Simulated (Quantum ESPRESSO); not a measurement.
# V (P6_3/mmc) in Quantum ESPRESSO: further runs, part 2 of 2

Quantum ESPRESSO 7.5. Earlier steps stand in the parts before.

## Step 4: Single point, PBEsol+U, collinear spin, antiferromagnetic start

pw.in reads:

```
&CONTROL
  calculation = 'scf'
  prefix = 'pwscf'
  outdir = './tmp'
  pseudo_dir = './pseudo'
  tprnfor = .true.
  tstress = .true.
  disk_io = 'nowf'
/
&SYSTEM
  ibrav = 0
  nat = 2
  ntyp = 2
  ecutwfc = 45
  ecutrho = 360
  nbnd = 23
  occupations = 'smearing'
  smearing = 'fd'
  degauss = 0.00367493
  nspin = 2
  starting_magnetization(1) = 0.1538
  starting_magnetization(2) = -0.1538
/
&ELECTRONS
  conv_thr = 4d-10
  electron_maxstep = 120
  mixing_beta = 0.3
/
ATOMIC_SPECIES
V1    50.9415 v_pbesol_v1.4.uspp.F.UPF
V2    50.9415 v_pbesol_v1.4.uspp.F.UPF
CELL_PARAMETERS bohr
   4.9214026021    0.0000000000    0.0000000000
  -2.4607013009    4.2620596755    0.0000000000
   0.0000000000    0.0000000000    8.9258114346
ATOMIC_POSITIONS bohr
V1    -0.0000000002    2.8413731172    2.2314528586
V2     2.4607013013    1.4206865584    6.6943585759
K_POINTS automatic
12 12 6 0 0 0
HUBBARD {ortho-atomic}
U V1-3d 3.0
U V2-3d 3.0
```

Potentials or basis: GBRV 1.5 PBEsol.

Started as:

```console
OMP_NUM_THREADS=1 mpirun -n 2 pw.x -nk 2 -in pw.in > pw.out
```

pw.out:

```text
This program is part of the open-source Quantum ESPRESSO suite
     for quantum simulation of materials; please cite
[... 13 lines left out ...]
     --------------------
     sticks:   dense  smooth     PW     G-vecs:    dense   smooth      PW
     Sum         595     301     91                21551     7671    1371

     Using Slab Decomposition

     bravais-lattice index     =            0
     lattice parameter (alat)  =       4.9214  a.u.
     unit-cell volume          =     187.2217 (a.u.)^3
     number of atoms/cell      =            2
     number of atomic types    =            2
     number of electrons       =        26.00
     number of Kohn-Sham states=           23
     kinetic-energy cutoff     =      45.0000  Ry
     charge density cutoff     =     360.0000  Ry
     scf convergence threshold =      4.0E-10
     mixing beta               =       0.3000
     number of iterations used =            8  plain     mixing
     Exchange-correlation= SLA  PW   PSX  PSC
                           (   1   4  10   8   0   0   0)
     Hubbard projectors: ortho-atomic
     Hubbard parameters of DFT+U (Dudarev formulation) in eV:
     U(V1-3d) =  3.0000
     U(V2-3d) =  3.0000

     Internal variables: lda_plus_u =T, lda_plus_u_kind = 0

     Internal variables: orbital_resolved =F, hub_pot_fix =F, apply_U = F

     celldm(1)=   4.921403  celldm(2)=   0.000000  celldm(3)=   0.000000
     celldm(4)=   0.000000  celldm(5)=   0.000000  celldm(6)=   0.000000

     crystal axes: (cart. coord. in units of alat)
               a(1) = (   1.000000   0.000000   0.000000 )
               a(2) = (  -0.500000   0.866025   0.000000 )
               a(3) = (   0.000000   0.000000   1.813672 )

     reciprocal axes: (cart. coord. in units 2 pi/alat)
               b(1) = (  1.000000  0.577350 -0.000000 )
               b(2) = (  0.000000  1.154701  0.000000 )
               b(3) = (  0.000000 -0.000000  0.551368 )

     PseudoPot. # 1 for V  read from file:
     v_pbesol_v1.4.uspp.F.UPF
     Pseudo is Ultrasoft + core correction, Zval = 13.0
     Generated by new atomic code, or converted to UPF format
     Using radial grid of  853 points,  6 beta functions with:
                l(1) =   0
                l(2) =   0
                l(3) =   1
                l(4) =   1
                l(5) =   2
                l(6) =   2
     Q(r) pseudized with  8 coefficients,  rinner =    1.100   1.100   1.100
                                                       1.100   1.100

     PseudoPot. # 2 for V  read from file:
     v_pbesol_v1.4.uspp.F.UPF
     Pseudo is Ultrasoft + core correction, Zval = 13.0
     Generated by new atomic code, or converted to UPF format
[... 262 lines left out ...]
      -0.000 -0.000  0.855  0.519  0.000
      -0.000 -0.000  0.519 -0.855  0.000
     occupation matrix ns (before diag.):
       0.701  0.000  0.000  0.000  0.000
       0.000  0.573  0.000 -0.000 -0.000
       0.000  0.000  0.573  0.000  0.000
       0.000 -0.000  0.000  0.624 -0.000
       0.000 -0.000  0.000 -0.000  0.624

     Number of occupied Hubbard levels =    7.7679

     Threshold (ethr) on eigenvalues was too large:
     Diagonalizing with lowered threshold

     Davidson diagonalization with overlap
     ethr =  2.64E-04,  avg # of iterations =  1.2

     negative rho (up, down):  7.618E-04 7.618E-04
[... 643 lines left out ...]
     iteration # 55     ecut=    45.00 Ry     beta= 0.30
     Davidson diagonalization with overlap
     ethr =  2.70E-12,  avg # of iterations =  2.1

     negative rho (up, down):  1.396E-03 1.396E-03

     Magnetic moment per site  (integrated on atomic sphere of radius R)
     atom   1 (R=0.412)  charge= 11.3567  magn=  2.4048
     atom   2 (R=0.412)  charge= 11.3567  magn= -2.4050

     End of self-consistent calculation

     =================== HUBBARD OCCUPATIONS ===================
     ------------------------ ATOM    1 ------------------------
     Tr[ns(  1)] (up, down, total) =   3.43795  0.55655  3.99450
     Atomic magnetic moment for atom   1 =   2.88141
     SPIN  1
     eigenvalues:
       0.619  0.619  0.704  0.704  0.792
     eigenvectors (columns):
       0.000 -0.000 -0.000  0.000  1.000
      -0.823  0.568 -0.000 -0.000  0.000
       0.568  0.823  0.000 -0.000  0.000
      -0.000 -0.000  0.863  0.505  0.000
      -0.000 -0.000  0.505 -0.863  0.000
     occupation matrix ns (before diag.):
       0.792  0.000  0.000  0.000  0.000
       0.000  0.619  0.000 -0.000 -0.000
[... 39 lines left out ...]
     eigenvectors (columns):
       0.000 -0.000 -0.000  0.000  1.000
      -0.823  0.568 -0.000 -0.000  0.000
       0.568  0.823  0.000 -0.000  0.000
      -0.000 -0.000  0.863  0.505  0.000
      -0.000 -0.000  0.505 -0.863  0.000
     occupation matrix ns (before diag.):
       0.792  0.000  0.000  0.000  0.000
       0.000  0.619  0.000 -0.000 -0.000
       0.000  0.000  0.619  0.000  0.000
       0.000 -0.000  0.000  0.704 -0.000
       0.000 -0.000  0.000 -0.000  0.704

     Number of occupied Hubbard levels =    7.9890

     Number of k-points >= 100: set verbosity='high' to print the bands.

     the Fermi energy is    16.9347 ev

!    total energy              =    -289.43255076 Ry
     estimated scf accuracy    <          1.8E-10 Ry
     smearing contrib. (-TS)   =      -0.00147528 Ry
     internal energy E=F+TS    =    -289.43107547 Ry

     The total energy is F=E-TS. E is the sum of the following terms:
     one-electron contribution =     -96.78704812 Ry
     hartree contribution      =      60.93629436 Ry
     xc contribution           =     -39.28968106 Ry
     ewald contribution        =    -214.63165597 Ry
     Hubbard energy            =       0.34101531 Ry

     total magnetization       =    -0.00 Bohr mag/cell
     absolute magnetization    =     5.65 Bohr mag/cell

     convergence has been achieved in  55 iterations

     negative rho (up, down):  1.396E-03 1.396E-03

     Forces acting on atoms (cartesian axes, Ry/au):

     atom    1 type  1   force =    -0.00000000   -0.00000000    0.00000000
     atom    2 type  2   force =     0.00000000    0.00000000    0.00000000

     Total force =     0.000000     Total SCF correction =     0.000000

     Computing stress (Cartesian axis) and pressure

     negative rho (up, down):  1.396E-03 1.396E-03
          total   stress  (Ry/bohr**3)                   (kbar)     P=      287.49
   0.00286667  -0.00000000  -0.00000000          421.70       -0.00       -0.00
  -0.00000000   0.00286667  -0.00000000           -0.00      421.70       -0.00
  -0.00000000  -0.00000000   0.00012960           -0.00       -0.00       19.06

=------------------------------------------------------------------------------=
   JOB DONE.
=------------------------------------------------------------------------------=
```

Run time: 79 s. Hardware: 2 MPI ranks of Intel Xeon 6975P-C (Granite Rapids), shared host; peak memory 0.26 GiB.

What came out:

```yaml
Free_energy: -3937.9305 eV
Pressure: 28.7 GPa
Band_gap_on_the_k_mesh: none (metal or under the smearing width)
Net_moment: 0.00 μB per cell
Absolute_moment: 5.65 μB per cell
Site_moments: V +2.40, -2.41 μB
Valence_electrons_inside_the_program's_atomic_spheres: V 11.36
```

Stress tensor (GPa, compression positive):
```
42.17  0.00  0.00
 0.00 42.17  0.00
 0.00  0.00  1.91
```

Levels at points of the mesh, in eV from the Fermi level:
Spin up:
| k point | band 9 | band 10 | band 11 | band 12 | band 13 | band 14 | band 15 | band 16 | band 17 | band 18 |
| --- | --- | --- | --- | --- | --- | --- | --- | --- | --- | --- |
| (0.00, 0.00, 0.00) | -7.58 | -4.46 | -1.47 | -1.47 | -0.80 | 0.22 | 0.84 | 0.84 | 2.77 | 2.77 |
| (0.00, 0.00, -0.50) | -6.48 | -5.00 | -2.78 | -1.50 | -1.50 | 0.75 | 0.77 | 0.77 | 2.94 | 2.94 |
| (0.00, -0.50, 0.00) | -4.70 | -3.39 | -2.27 | -0.84 | -0.05 | 0.46 | 0.99 | 1.74 | 4.33 | 4.43 |
| (0.00, -0.50, -0.50) | -4.68 | -3.80 | -2.23 | -0.35 | 0.21 | 0.51 | 1.74 | 2.25 | 3.15 | 3.76 |
Spin down:
| k point | band 10 | band 11 | band 12 | band 13 | band 14 | band 15 | band 16 | band 17 |
| --- | --- | --- | --- | --- | --- | --- | --- | --- |
| (0.00, 0.00, 0.00) | -4.46 | -1.47 | -1.47 | -0.80 | 0.22 | 0.84 | 0.84 | 2.77 |
| (0.00, 0.00, -0.50) | -5.00 | -2.78 | -1.50 | -1.50 | 0.75 | 0.77 | 0.77 | 2.94 |
| (0.00, -0.50, 0.00) | -3.40 | -2.27 | -0.84 | -0.05 | 0.46 | 0.99 | 1.74 | 4.33 |
| (0.00, -0.50, -0.50) | -3.80 | -2.23 | -0.35 | 0.21 | 0.51 | 1.74 | 2.25 | 3.15 |

Eigenvalues of the final occupation matrices:
```tsv
site	spin	trace	eigenvalues
V1 1 3d	1	3.44	0.62 0.62 0.70 0.70 0.79
V1 1 3d	2	0.56	0.09 0.09 0.11 0.13 0.13
V2 2 3d	1	0.56	0.09 0.09 0.11 0.13 0.13
V2 2 3d	2	3.44	0.62 0.62 0.70 0.70 0.79
```

Caveat: a pressure of tens of GPa on the cell as given is suspect, and the run, the potentials or the cell itself is likely at fault; the U is typed as a test and isn't derived for this compound. The state reached can hang on the start; a lower one may exist.

## Step 5: Single point, PBEsol+U, collinear spin, antiferromagnetic start

pw.in: that of step 4 with these lines changed.

```diff
@@ -41,3 +41,3 @@
 HUBBARD {ortho-atomic}
-U V1-3d 3.0
-U V2-3d 3.0
+U V1-3d 4.0
+U V2-3d 4.0
```

Started as:

```console
OMP_NUM_THREADS=1 mpirun -n 2 pw.x -nk 2 -in pw.in > pw.out
```

Wall time 25 s (2 MPI ranks of Intel Xeon 6975P-C (Granite Rapids), shared host); peak memory 0.26 GiB.

The run converged. Its results:

- Free energy: -3936.5791 eV
- Pressure: 40.1 GPa
- Band gap on the k mesh: none (metal or under the smearing width)
- Net moment: 0.00 μB per cell
- Absolute moment: 6.71 μB per cell
- Site moments: V +2.82, -2.82 μB
- Valence electrons inside the program's atomic spheres: V 11.40

Stress tensor (GPa, compression positive):
```
54.92  0.00  0.00
 0.00 54.92  0.00
 0.00  0.00 10.55
```

Levels at points of the mesh, in eV from the Fermi level:
Spin up:
```csv
k point,band 11,band 12,band 13,band 14,band 15,band 16
"(0.00, 0.00, 0.00)",-1.64,-1.64,-0.70,0.58,0.58,1.06
"(0.00, 0.00, -0.50)",-2.96,-1.66,-1.66,0.55,0.55,1.77
"(0.00, -0.50, 0.00)",-2.18,-0.59,-0.26,1.26,1.67,1.75
"(0.00, -0.50, -0.50)",-2.11,-0.09,0.55,0.60,1.66,2.70
```
Spin down:
```tsv
k point	band 10	band 11	band 12	band 13	band 14	band 15	band 16	band 17
(0.00, 0.00, 0.00)	-4.61	-1.64	-1.64	-0.70	0.58	0.58	1.06	3.88
(0.00, 0.00, -0.50)	-4.71	-2.96	-1.66	-1.66	0.55	0.55	1.77	4.00
(0.00, -0.50, 0.00)	-3.68	-2.18	-0.59	-0.26	1.26	1.67	1.75	4.79
(0.00, -0.50, -0.50)	-4.04	-2.11	-0.09	0.55	0.60	1.66	2.70	3.57
```

Eigenvalues of the final occupation matrices:
| site | spin | trace | eigenvalues |
| --- | --- | --- | --- |
| V1 1 3d | 1 | 3.70 | 0.71 0.71 0.72 0.72 0.84 |
| V1 1 3d | 2 | 0.32 | 0.04 0.04 0.06 0.09 0.09 |
| V2 2 3d | 1 | 0.32 | 0.04 0.04 0.06 0.09 0.09 |
| V2 2 3d | 2 | 3.70 | 0.71 0.71 0.72 0.72 0.84 |

Caveat: a pressure of tens of GPa on the cell as given is suspect, and the run, the potentials or the cell itself is likely at fault; the U is typed as a test and isn't derived for this compound.

## Step 6: Single point, PBEsol+U, collinear spin, antiferromagnetic start

pw.in: that of step 5 with these lines changed.

```diff
@@ -41,3 +41,3 @@
 HUBBARD {ortho-atomic}
-U V1-3d 4.0
-U V2-3d 4.0
+U V1-3d 5.0
+U V2-3d 5.0
```

Potentials or basis: GBRV 1.5 PBEsol.

Started as:

```console
OMP_NUM_THREADS=1 mpirun -n 2 pw.x -nk 2 -in pw.in > pw.out
```

Run time: 23 s. Hardware: 2 MPI ranks of Intel Xeon 6975P-C (Granite Rapids), shared host; peak memory 0.26 GiB.

The run converged. Its results:

* Free energy: -3935.3940 eV
* Pressure: 44.6 GPa
* Band gap on the k mesh: none (metal or under the smearing width)
* Net moment: 0.00 μB per cell
* Absolute moment: 7.06 μB per cell
* Site moments: V +2.96, -2.96 μB
* Valence electrons inside the program's atomic spheres: V 11.43

Stress tensor (GPa, compression positive):
```
58.05  0.00  0.00
 0.00 58.05  0.00
 0.00  0.00 17.80
```

Levels at points of the mesh, in eV from the Fermi level:
Spin up:
| k point | band 9 | band 10 | band 11 | band 12 | band 13 | band 14 | band 15 | band 16 | band 17 | band 18 |
| --- | --- | --- | --- | --- | --- | --- | --- | --- | --- | --- |
| (0.00, 0.00, 0.00) | -7.45 | -4.73 | -1.66 | -1.66 | -0.54 | 0.51 | 0.51 | 1.67 | 4.75 | 4.75 |
| (0.00, 0.00, -0.50) | -6.64 | -4.48 | -3.10 | -1.68 | -1.68 | 0.49 | 0.49 | 2.55 | 4.85 | 4.85 |
| (0.00, -0.50, 0.00) | -5.01 | -3.77 | -2.23 | -0.31 | -0.29 | 1.68 | 1.96 | 2.42 | 5.07 | 6.26 |
| (0.00, -0.50, -0.50) | -4.97 | -4.12 | -2.08 | -0.18 | 0.74 | 1.31 | 1.68 | 3.06 | 4.01 | 5.76 |
Spin down:
| k point | band 10 | band 11 | band 12 | band 13 | band 14 | band 15 | band 16 | band 17 |
| --- | --- | --- | --- | --- | --- | --- | --- | --- |
| (0.00, 0.00, 0.00) | -4.73 | -1.66 | -1.66 | -0.54 | 0.51 | 0.51 | 1.67 | 4.75 |
| (0.00, 0.00, -0.50) | -4.48 | -3.10 | -1.68 | -1.68 | 0.49 | 0.49 | 2.55 | 4.85 |
| (0.00, -0.50, 0.00) | -3.77 | -2.23 | -0.31 | -0.29 | 1.68 | 1.96 | 2.42 | 5.07 |
| (0.00, -0.50, -0.50) | -4.12 | -2.08 | -0.18 | 0.74 | 1.31 | 1.68 | 3.06 | 4.01 |

Eigenvalues of the final occupation matrices:
| site | spin | trace | eigenvalues |
| --- | --- | --- | --- |
| V1 1 3d | 1 | 3.80 | 0.73 0.73 0.74 0.74 0.87 |
| V1 1 3d | 2 | 0.25 | 0.03 0.03 0.05 0.07 0.07 |
| V2 2 3d | 1 | 0.25 | 0.03 0.03 0.05 0.07 0.07 |
| V2 2 3d | 2 | 3.80 | 0.73 0.73 0.74 0.74 0.87 |

Caveat: a pressure of tens of GPa on the cell as given is suspect, and the run, the potentials or the cell itself is likely at fault; the U is typed as a test and isn't derived for this compound. The state reached can hang on the start; a lower one may exist.

## Step 7: Single point, PBEsol+U, collinear spin, antiferromagnetic start

pw.in: that of step 6 with these lines changed.

```diff
@@ -41,3 +41,3 @@
 HUBBARD {ortho-atomic}
-U V1-3d 5.0
-U V2-3d 5.0
+U V1-3d 6.0
+U V2-3d 6.0
```

Started as:

```console
OMP_NUM_THREADS=1 mpirun -n 2 pw.x -nk 2 -in pw.in > pw.out
```

It took 24 s on 2 MPI ranks of Intel Xeon 6975P-C (Granite Rapids), shared host; peak memory 0.26 GiB.

Results (log left out):

| Quantity | Value |
| --- | --- |
| Free energy | -3934.3080 eV |
| Pressure | 47.7 GPa |
| Band gap on the k mesh | none (metal or under the smearing width) |
| Net moment | 0.00 μB per cell |
| Absolute moment | 7.29 μB per cell |
| Site moments | V +3.06, -3.06 μB |
| Valence electrons inside the program's atomic spheres | V 11.45 |

Stress tensor (GPa, compression positive):
```
59.68  0.00  0.00
 0.00 59.68  0.00
 0.00  0.00 23.84
```

Levels at points of the mesh, in eV from the Fermi level:
Spin up:
```csv
k point,band 11,band 12,band 13,band 14,band 15,band 16
"(0.00, 0.00, 0.00)",-1.63,-1.63,-0.34,0.46,0.46,2.28
"(0.00, 0.00, -0.50)",-3.18,-1.64,-1.64,0.44,0.44,3.33
"(0.00, -0.50, 0.00)",-2.29,-0.35,0.05,1.75,2.69,3.12
"(0.00, -0.50, -0.50)",-2.06,-0.25,1.00,1.75,1.98,3.46
```
Spin down:
| k point | band 10 | band 11 | band 12 | band 13 | band 14 | band 15 | band 16 | band 17 |
| --- | --- | --- | --- | --- | --- | --- | --- | --- |
| (0.00, 0.00, 0.00) | -4.81 | -1.63 | -1.63 | -0.34 | 0.46 | 0.46 | 2.28 | 5.63 |
| (0.00, 0.00, -0.50) | -4.24 | -3.18 | -1.64 | -1.64 | 0.44 | 0.44 | 3.33 | 5.73 |
| (0.00, -0.50, 0.00) | -3.85 | -2.29 | -0.35 | 0.05 | 1.75 | 2.69 | 3.12 | 5.37 |
| (0.00, -0.50, -0.50) | -4.18 | -2.06 | -0.25 | 1.00 | 1.75 | 1.98 | 3.46 | 4.52 |

Eigenvalues of the final occupation matrices:
```tsv
site	spin	trace	eigenvalues
V1 1 3d	1	3.88	0.73 0.73 0.76 0.76 0.89
V1 1 3d	2	0.20	0.02 0.02 0.04 0.06 0.06
V2 2 3d	1	0.20	0.02 0.02 0.04 0.06 0.06
V2 2 3d	2	3.88	0.73 0.73 0.76 0.76 0.89
```

Caveat: a pressure of tens of GPa on the cell as given is suspect, and the run, the potentials or the cell itself is likely at fault; the U is typed as a test and isn't derived for this compound. The state reached can hang on the start; a lower one may exist.

## Step 8: The runs side by side

| U | gap on the mesh (eV) | pressure (GPa) | moment (μB) |
| --- | --- | --- | --- |
| V d U = 1 eV | none | -6.5 | 0.00 |
| V d U = 2 eV | none | -0.1 | 0.00 |
| V d U = 3 eV | none | 28.7 | 0.00 |
| V d U = 4 eV | none | 40.1 | 0.00 |
| V d U = 5 eV | none | 44.6 | 0.00 |
| V d U = 6 eV | none | 47.7 | 0.00 |

Alike in all rows: task single point; level PBEsol+U; potentials or basis GBRV 1.5 PBEsol; spin collinear, antiferromagnetic start; cell as given; k mesh 12 × 12 × 6; cutoff (eV) 612; smearing fermi-dirac 0.05 eV.

Every run on the cell as given and a fine mesh finds a metal.

Caveats: the U is typed as a test and isn't derived for this compound; a pressure of tens of GPa on the cell as given is suspect, and the run, the potentials or the cell itself is likely at fault (some runs).

Absolute energies hang on the potentials; compare differences alone.
